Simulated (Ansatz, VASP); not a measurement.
In6O in VASP and in Ansatz

```
In O
1.0
     5.80447    0.00000    0.00000
    -2.90224    5.02682    0.00000
     0.00000    0.00000    6.03227
In O
6 1
Cartesian
  1.9195 3.3247 1.4757
  -1.9195 3.3247 4.5566
  3.8391 0.0000 4.5566
  0.9827 1.7021 4.5566
  -0.9827 1.7021 1.4757
  1.9654 0.0000 1.4757
  0.0000 0.0000 0.0000
```

Change from the starting cell: species swapped into the Ti6O type (P-31m, No. 162).

Alike in both runs: functional PBE; k mesh 3 × 3 × 3; occupations gaussian, width 0.2 eV; no spin polarisation.

Ansatz relaxed the structure, and its values are those at the end. VASP's run is a single point on that final structure, the one shown.

|  | VASP | Ansatz |
| --- | --- | --- |
| version | VASP 6.6.1 | Ansatz 0.2.0 |
| potentials or method | VASP PAW PBE potentials, release 64 (In_d, O) | scalar-relativistic, plane waves, PAW |
| plane-wave cutoff (eV) | 520 | 420 |
| valence electrons in the cell | 84 | 84 |

```tsv
	VASP	Ansatz	Ansatz less VASP
gap on the k mesh at the Fermi level (eV)	none	none	-
pressure (GPa)	0.0	0.0	+0.02
rms of the force components (eV/Å)	0.036	0.037	+0.0013
```

A gap of «none» marks a metal or a gap that the smearing closes. The functional is the same, so the differences come from potentials, cutoffs and numerics.

Caveats: the k mesh is coarse (spacing up to 0.42 Å⁻¹), so the values aren't converged.
